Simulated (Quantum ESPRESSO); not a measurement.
# Au in Quantum ESPRESSO: settings compared

Aim: see how the results for Au move with the level of theory and the settings. Levels: PBE+D2, PBEsol+D3(BJ). Tasks: band structure, work function.

Program: Quantum ESPRESSO 7.5. These are calculated values, not measurements. Logs are shortened: lines on timing, memory, paths and dates and some standing lists are left out, and cuts for length are marked.

## (1) The structure

The cell holds a slab with vacuum, 5 atoms: a = 2.823 Å, b = 2.920 Å, c = 24.786 Å, α = 90.00°, β = 90.00°, γ = 118.91°.

The slab is cut from a database's or a generator's crystal, which needn't be the stable form of the element.

## (2) Band structure, PBE+D2

The input, pw.in:

```
&CONTROL
  calculation = 'scf'
  prefix = 'pwscf'
  outdir = './tmp'
  pseudo_dir = './pseudo'
  tprnfor = .true.
  disk_io = 'low'
/
&SYSTEM
  ibrav = 0
  celldm(1) = 8
  nat = 5
  ntyp = 1
  ecutwfc = 68
  nbnd = 61
  occupations = 'smearing'
  smearing = 'mp'
  degauss = 0.01469973
  vdw_corr = 'grimme-d2'
/
&ELECTRONS
  conv_thr = 5d-09
  electron_maxstep = 150
  mixing_beta = 0.3
  mixing_mode = 'local-TF'
/
ATOMIC_SPECIES
Au   196.9666 79_Au_19_2.4_2.5_pbe_n_v1.0.upf
CELL_PARAMETERS alat
  0.6667473277013   0.0000000000000   0.0000000000000
 -0.3333736638506   0.6037516762670   0.0000000000000
  0.0000000000000   0.0000000000000   5.8549240947338
ATOMIC_POSITIONS crystal
Au     0.6653279700    0.3306559400    0.3025860307
Au     0.3346720300    0.6693440600    0.4012930153
Au     0.6653279700    0.3306559400    0.5000000000
Au     0.3346720300    0.6693440600    0.5987069847
Au     0.6653279700    0.3306559400    0.6974139693
K_POINTS automatic
11 11 1 0 0 0
```

The input, bands.in:

```
&CONTROL
  calculation = 'bands'
  prefix = 'pwscf'
  outdir = './tmp'
  pseudo_dir = './pseudo'
  disk_io = 'low'
  verbosity = 'high'
/
&SYSTEM
  ibrav = 0
  celldm(1) = 8
  nat = 5
  ntyp = 1
  ecutwfc = 68
  nbnd = 61
  occupations = 'smearing'
  smearing = 'mp'
  degauss = 0.01469973
  vdw_corr = 'grimme-d2'
/
&ELECTRONS
  conv_thr = 1d-06
  electron_maxstep = 150
  mixing_beta = 0.3
  mixing_mode = 'local-TF'
  diago_david_ndim = 4
/
ATOMIC_SPECIES
Au   196.9666 79_Au_19_2.4_2.5_pbe_n_v1.0.upf
CELL_PARAMETERS alat
  0.6667473277013   0.0000000000000   0.0000000000000
 -0.3333736638506   0.6037516762670   0.0000000000000
  0.0000000000000   0.0000000000000   5.8549240947338
ATOMIC_POSITIONS crystal
Au     0.6653279700    0.3306559400    0.3025860307
Au     0.3346720300    0.6693440600    0.4012930153
Au     0.6653279700    0.3306559400    0.5000000000
Au     0.3346720300    0.6693440600    0.5987069847
Au     0.6653279700    0.3306559400    0.6974139693
K_POINTS crystal
36
 0.0000000000  0.0000000000  0.0000000000 1
 0.0652445947 -0.0326222973  0.0000000000 1
 0.1304891893 -0.0652445947  0.0000000000 1
 0.1957337840 -0.0978668920  0.0000000000 1
 0.2609783786 -0.1304891893  0.0000000000 1
 0.3262229733 -0.1631114867  0.0000000000 1
 0.3914675680 -0.1957337840  0.0000000000 1
 0.4567121626 -0.2283560813  0.0000000000 1
 0.5219567573 -0.2609783786  0.0000000000 1
 0.5872013519 -0.2936006760  0.0000000000 1
 0.6524459466 -0.3262229733  0.0000000000 1
 0.6219567573 -0.2609783786  0.0000000000 1
 0.5914675680 -0.1957337840  0.0000000000 1
 0.5609783786 -0.1304891893  0.0000000000 1
 0.5304891893 -0.0652445947  0.0000000000 1
 0.5000000000  0.0000000000  0.0000000000 1
 0.4695108107  0.0652445947  0.0000000000 1
 0.4390216214  0.1304891893  0.0000000000 1
 0.4085324320  0.1957337840  0.0000000000 1
 0.3780432427  0.2609783786  0.0000000000 1
 0.3475540534  0.3262229733  0.0000000000 1
 0.2780432427  0.3609783786  0.0000000000 1
 0.2085324320  0.3957337840  0.0000000000 1
 0.1390216214  0.4304891893  0.0000000000 1
 0.0695108107  0.4652445947  0.0000000000 1
 0.0000000000  0.5000000000  0.0000000000 1
 0.0000000000  0.4500000000  0.0000000000 1
 0.0000000000  0.4000000000  0.0000000000 1
 0.0000000000  0.3500000000  0.0000000000 1
 0.0000000000  0.3000000000  0.0000000000 1
 0.0000000000  0.2500000000  0.0000000000 1
 0.0000000000  0.2000000000  0.0000000000 1
 0.0000000000  0.1500000000  0.0000000000 1
 0.0000000000  0.1000000000  0.0000000000 1
 0.0000000000  0.0500000000  0.0000000000 1
 0.0000000000  0.0000000000  0.0000000000 1
```

Potentials or basis: SPMS 1.0 PBE.

Launch:

```console
$ OMP_NUM_THREADS=1 mpirun -n 2 pw.x -nk 2 -in pw.in > pw.out
$ OMP_NUM_THREADS=1 mpirun -n 2 pw.x -nk 2 -in bands.in > bands.out
```

pw.out:

```text
This program is part of the open-source Quantum ESPRESSO suite
     for quantum simulation of materials; please cite
[... 13 lines left out ...]
     --------------------
     sticks:   dense  smooth     PW     G-vecs:    dense   smooth      PW
     Sum         559     559    163                91487    91487   15201

     Using Slab Decomposition

     bravais-lattice index     =            0
     lattice parameter (alat)  =       8.0000  a.u.
     unit-cell volume          =    1206.7321 (a.u.)^3
     number of atoms/cell      =            5
     number of atomic types    =            1
     number of electrons       =        95.00
     number of Kohn-Sham states=           61
     kinetic-energy cutoff     =      68.0000  Ry
     charge density cutoff     =     272.0000  Ry
     scf convergence threshold =      5.0E-09
     mixing beta               =       0.3000
     number of iterations used =            8  local-TF  mixing
     Exchange-correlation= PBE
                           (   1   4   3   4   0   0   0)

     celldm(1)=   8.000000  celldm(2)=   0.000000  celldm(3)=   0.000000
     celldm(4)=   0.000000  celldm(5)=   0.000000  celldm(6)=   0.000000

     crystal axes: (cart. coord. in units of alat)
               a(1) = (   0.666747   0.000000   0.000000 )
               a(2) = (  -0.333374   0.603752   0.000000 )
               a(3) = (   0.000000   0.000000   5.854924 )

     reciprocal axes: (cart. coord. in units 2 pi/alat)
               b(1) = (  1.499819  0.828155 -0.000000 )
               b(2) = (  0.000000  1.656310  0.000000 )
               b(3) = (  0.000000 -0.000000  0.170796 )

     PseudoPot. # 1 for Au read from file:
     79_Au_19_2.4_2.5_pbe_n_v1.0.upf
     Pseudo is Norm-conserving + core correction, Zval = 19.0
     Generated using ONCVPSP code by D. R. Hamann
     Using radial grid of 1358 points,  7 beta functions with:
                l(1) =   0
                l(2) =   0
                l(3) =   1
                l(4) =   1
                l(5) =   2
                l(6) =   2
                l(7) =   3

     atomic species   valence    mass     pseudopotential
     Au               19.00   196.96660     Au( 1.00)

      4 Sym. Ops. (no inversion) found

   Cartesian axes

     site n.     atom                  positions (alat units)
         1        Au     tau(   1) = (   0.3333737   0.1996341   1.7716182  )
         2        Au     tau(   2) = (   0.0000000   0.4041176   2.3495401  )
         3        Au     tau(   3) = (   0.3333737   0.1996341   2.9274620  )
         4        Au     tau(   4) = (   0.0000000   0.4041176   3.5053840  )
         5        Au     tau(   5) = (   0.3333737   0.1996341   4.0833059  )

     -------------------------------------------------
     Parameters for Dispersion (Grimme-D2) Correction:
     -------------------------------------------------
       atom      VdW radius       C_6

        Au         3.349       2818.308

     number of k points=    36  Methfessel-Paxton smearing, width (Ry)=  0.0147
                       cart. coord. in units 2pi/alat
        k(    1) = (   0.0000000   0.0000000   0.0000000), wk =   0.0165289
        k(    2) = (   0.0000000   0.1505736   0.0000000), wk =   0.0330579
        k(    3) = (   0.0000000   0.3011473   0.0000000), wk =   0.0330579
        k(    4) = (   0.0000000   0.4517209   0.0000000), wk =   0.0330579
        k(    5) = (   0.0000000   0.6022946   0.0000000), wk =   0.0330579
        k(    6) = (   0.0000000   0.7528682   0.0000000), wk =   0.0330579
[... 28 lines left out ...]
        k(   35) = (   0.6817357  -0.2258605   0.0000000), wk =   0.0661157
        k(   36) = (   0.6817357  -0.0752868   0.0000000), wk =   0.0661157

     Dense  grid:    91487 G-vectors     FFT dimensions: (  30,  30, 250)

     Initial potential from superposition of free atoms

     starting charge      94.9994, renormalised to      95.0000

     negative rho (up, down):  3.402E-06 0.000E+00
     Starting wfcs are   50 randomized atomic wfcs +   11 random wfcs

     Self-consistent Calculation

     iteration #  1     ecut=    68.00 Ry     beta= 0.30
     Davidson diagonalization with overlap
     ethr =  1.00E-02,  avg # of iterations =  6.9

     Threshold (ethr) on eigenvalues was too large:
     Diagonalizing with lowered threshold

     Davidson diagonalization with overlap
     ethr =  2.91E-04,  avg # of iterations =  1.9

     negative rho (up, down):  5.054E-04 0.000E+00

     total energy              =   -1435.42606815 Ry
     estimated scf accuracy    <       0.27927866 Ry

     iteration #  2     ecut=    68.00 Ry     beta= 0.30
     Davidson diagonalization with overlap
     ethr =  2.94E-04,  avg # of iterations =  1.0

     negative rho (up, down):  3.297E-03 0.000E+00

     total energy              =   -1435.36704751 Ry
     estimated scf accuracy    <       0.13707771 Ry

     iteration #  3     ecut=    68.00 Ry     beta= 0.30
     Davidson diagonalization with overlap
     ethr =  1.44E-04,  avg # of iterations =  2.7

     negative rho (up, down):  3.297E-03 0.000E+00

     total energy              =   -1435.39202500 Ry
     estimated scf accuracy    <       0.00219843 Ry

     iteration #  4     ecut=    68.00 Ry     beta= 0.30
     Davidson diagonalization with overlap
     ethr =  2.31E-06,  avg # of iterations =  6.2

     negative rho (up, down):  3.322E-03 0.000E+00

     total energy              =   -1435.39211050 Ry
     estimated scf accuracy    <       0.00226051 Ry

     iteration #  5     ecut=    68.00 Ry     beta= 0.30
     Davidson diagonalization with overlap
     ethr =  2.31E-06,  avg # of iterations =  1.0

     negative rho (up, down):  3.587E-03 0.000E+00

     total energy              =   -1435.39140220 Ry
     estimated scf accuracy    <       0.00242493 Ry

     iteration #  6     ecut=    68.00 Ry     beta= 0.30
     Davidson diagonalization with overlap
     ethr =  2.31E-06,  avg # of iterations =  3.4
[... 69 lines left out ...]
     iteration # 14     ecut=    68.00 Ry     beta= 0.30
     Davidson diagonalization with overlap
     ethr =  3.29E-10,  avg # of iterations =  2.3

     negative rho (up, down):  1.434E-07 0.000E+00

     total energy              =   -1435.39164652 Ry
     estimated scf accuracy    <       0.00000008 Ry

     iteration # 15     ecut=    68.00 Ry     beta= 0.30
     Davidson diagonalization with overlap
     ethr =  8.20E-11,  avg # of iterations =  2.2

     negative rho (up, down):  6.733E-08 0.000E+00

     total energy              =   -1435.39164644 Ry
     estimated scf accuracy    <       0.00000003 Ry

     iteration # 16     ecut=    68.00 Ry     beta= 0.30
     Davidson diagonalization with overlap
     ethr =  2.92E-11,  avg # of iterations =  1.5

     negative rho (up, down):  1.711E-07 0.000E+00

     total energy              =   -1435.39164645 Ry
     estimated scf accuracy    <          6.0E-09 Ry

     iteration # 17     ecut=    68.00 Ry     beta= 0.30
     Davidson diagonalization with overlap
     ethr =  6.34E-12,  avg # of iterations =  2.0

     End of self-consistent calculation

          k = 0.0000 0.0000 0.0000 ( 11397 PWs)   bands (ev):

   -98.0251 -97.9105 -97.9104 -97.6657 -97.6657 -49.4452 -49.3534 -49.3440
   -49.3247 -49.2962 -49.2359 -49.2353 -49.2219 -49.2214 -49.0217 -49.0217
   -49.0177 -49.0177 -48.9727 -48.9726  -1.8133  -1.0360  -0.1843   0.3908
     0.4062   2.6612   2.7183   2.7875   2.8355   2.9560   3.1426   3.1635
     3.2188   3.2563   3.3500   3.4821   3.6756   3.7081   4.1272   4.2510
     4.3377   4.5717   4.7489   4.9399   5.0812   5.2538   5.3062   5.3639
     5.3993   6.3736   7.3286  11.4309  12.3937  12.5699  13.9850  14.4708
    16.4891  16.9527  19.5937  19.7695  21.8324

          k = 0.0000 0.1506 0.0000 ( 11377 PWs)   bands (ev):

   -98.0245 -97.9099 -97.9099 -97.6652 -97.6652 -49.4425 -49.3670 -49.3467
   -49.3215 -49.2967 -49.2474 -49.2472 -49.2246 -49.2240 -49.0335 -49.0335
   -49.0204 -49.0204 -48.9716 -48.9715  -1.5738  -0.8023   0.0468   0.6082
     0.6133   2.5604   2.6504   2.7070   2.7812   2.9156   3.0853   3.0935
     3.2099   3.3916   3.4770   3.6220   3.7981   3.8264   3.8438   4.0728
     4.2868   4.5137   4.7090   4.8827   5.0147   5.0641   5.3654   5.4206
     5.4215   6.8424   8.0078  11.5496  12.5732  12.7580  14.1811  14.6236
    16.6686  17.1198  19.7770  19.9560  21.5403

          k = 0.0000 0.3011 0.0000 ( 11371 PWs)   bands (ev):

   -98.0231 -97.9085 -97.9085 -97.6638 -97.6638 -49.4356 -49.4005 -49.3540
   -49.3157 -49.2995 -49.2797 -49.2759 -49.2318 -49.2311 -49.0650 -49.0650
   -49.0275 -49.0275 -48.9687 -48.9686  -0.9094  -0.1804   0.6222   1.0734
     1.1448   2.4046   2.4482   2.4547   2.7125   2.7600   2.8518   3.0344
     3.3860   3.4129   3.7431   3.7584   3.8495   4.0137   4.0260   4.1855
     4.2061   4.3535   4.5678   4.6635   5.0281   5.0710   5.3621   5.4641
     6.0013   7.6144   9.3716  11.9353  13.1102  13.3230  14.7555  15.0718
    17.1520  17.5863  19.1197  19.7813  20.0585

          k = 0.0000 0.4517 0.0000 ( 11329 PWs)   bands (ev):

   -98.0212 -97.9067 -97.9066 -97.6619 -97.6619 -49.4428 -49.4274 -49.3636
   -49.3218 -49.3212 -49.3097 -49.2944 -49.2413 -49.2404 -49.1058 -49.1057
   -49.0369 -49.0369 -48.9649 -48.9649  -0.0462   0.4928   1.0318   1.2983
     1.4289   2.1394   2.1722   2.4109   2.5491   2.7768   3.0445   3.3504
     3.5475   3.7245   3.7338   3.7581   4.0283   4.2591   4.3519   4.5593
     4.6146   4.6364   4.8402   4.9376   5.0753   5.3602   5.3612   5.5030
     6.6448   8.4051  10.9469  12.6156  13.9680  14.2259  15.4836  15.5469
    16.1382  16.7455  17.3124  18.1144  18.6481

          k = 0.0000 0.6023 0.0000 ( 11366 PWs)   bands (ev):
[... 320 lines left out ...]
   -98.0157 -97.9011 -97.9011 -97.6564 -97.6564 -49.5123 -49.4298 -49.4194
   -49.3858 -49.3678 -49.3083 -49.3066 -49.2987 -49.2959 -49.1797 -49.1796
   -49.0934 -49.0934 -48.9542 -48.9542   1.5263   1.6006   1.8014   1.8082
     2.1351   2.2563   2.4034   2.5101   2.5944   2.9268   2.9388   3.0562
     3.4989   3.5567   3.6810   3.7662   3.7733   3.9557   4.5081   4.7021
     4.9280   5.0564   5.4095   5.6478   5.6977   8.6112   9.0956   9.8577
    11.0727  11.3629  12.2045  12.5763  12.8506  13.2879  13.4788  15.1834
    15.5556  16.0367  16.3262  16.6822  17.3744

          k = 0.6817-0.2259 0.0000 ( 11453 PWs)   bands (ev):

   -98.0165 -97.9019 -97.9019 -97.6572 -97.6572 -49.5197 -49.4262 -49.4023
   -49.3911 -49.3713 -49.2995 -49.2983 -49.2793 -49.2786 -49.1855 -49.1855
   -49.0659 -49.0659 -48.9559 -48.9559   0.9080   0.9945   1.2197   1.4717
     1.4898   1.8524   2.0329   2.1234   2.5178   2.9647   3.3589   3.4828
     3.6896   3.9995   4.0325   4.3208   4.6698   4.8526   4.8582   5.0258
     5.0804   5.2857   5.4888   5.6581   5.7568   6.8776   7.0801   7.6595
     8.9404  10.6073  11.7245  12.3571  13.2821  13.8081  14.7307  14.8996
    16.0424  16.5755  16.8857  17.7280  18.0586

          k = 0.6817-0.0753 0.0000 ( 11446 PWs)   bands (ev):

   -98.0166 -97.9021 -97.9020 -97.6573 -97.6573 -49.5094 -49.4214 -49.4078
   -49.3818 -49.3675 -49.2991 -49.2979 -49.2855 -49.2849 -49.1766 -49.1766
   -49.0715 -49.0715 -48.9561 -48.9561   1.2779   1.3422   1.6390   1.7629
     1.7841   2.0783   2.3860   2.4415   2.4451   2.8978   3.0348   3.2450
     3.3664   3.5256   3.5997   3.7631   3.7909   4.1094   4.4530   4.6883
     4.8171   5.1584   5.4461   5.6447   5.7590   6.9599   7.2329   7.7541
     8.9414  10.5558  13.0144  13.5647  13.9828  14.6512  15.0450  15.3619
    15.6234  16.2202  16.5357  17.3083  17.6530

     the Fermi energy is     7.3615 ev

!    total energy              =   -1435.39164647 Ry
     estimated scf accuracy    <          7.4E-10 Ry
     smearing contrib. (-TS)   =      -0.00054733 Ry
     internal energy E=F+TS    =   -1435.39109914 Ry

     The total energy is F=E-TS. E is the sum of the following terms:
     one-electron contribution =   -9457.69274185 Ry
     hartree contribution      =    4736.07479073 Ry
     xc contribution           =    -234.26094485 Ry
     ewald contribution        =    3520.89303015 Ry
     Dispersion Correction     =      -0.40523331 Ry

     convergence has been achieved in  17 iterations

     Forces acting on atoms (cartesian axes, Ry/au):

     atom    1 type  1   force =    -0.00000000   -0.00070770    0.01014451
     atom    2 type  1   force =     0.00000000    0.00110779    0.01333299
     atom    3 type  1   force =     0.00000000   -0.00080017    0.00000000
     atom    4 type  1   force =     0.00000000    0.00110779   -0.01333299
     atom    5 type  1   force =     0.00000000   -0.00070770   -0.01014451

     Total force =     0.023779     Total SCF correction =     0.000099

=------------------------------------------------------------------------------=
   JOB DONE.
=------------------------------------------------------------------------------=
```

Run time: 7.8 min. Hardware: 2 MPI ranks of Arm Neoverse V2, shared host; peak memory 0.74 GiB.

What came out:

* Free energy: -19529.4983 eV
* Largest force: 0.344 eV/Å
* Band gap on the k mesh: none (metal or under the smearing width)

Forces in eV/Å, atoms in the order of the input:
```
Au   0.000 -0.018  0.261
Au   0.000  0.028  0.343
Au   0.000 -0.021  0.000
Au   0.000  0.028 -0.343
Au   0.000 -0.018 -0.261
```

Levels at the corners of the path, in eV from the Fermi level:
```tsv
point	band 42	band 43	band 44	band 45	band 46	band 47	band 48	band 49	band 50	band 51
Γ	-2.79	-2.61	-2.42	-2.28	-2.11	-2.06	-2.00	-1.96	-0.99	-0.03
X	-2.23	-2.17	-2.08	-2.01	2.52	2.84	3.23	3.58	4.04	4.33
A1	-2.23	-2.17	-2.08	-2.01	2.52	2.84	3.23	3.58	4.04	4.33
Y	-1.65	-1.63	-1.44	-1.43	0.18	0.22	0.71	1.24	1.35	3.36
Γ	-2.79	-2.61	-2.42	-2.28	-2.11	-2.06	-2.00	-1.96	-0.99	-0.03
```

Caveat: spin-orbit coupling is left out, which moves the levels of the heavy elements.

[end of part 1 of 2]
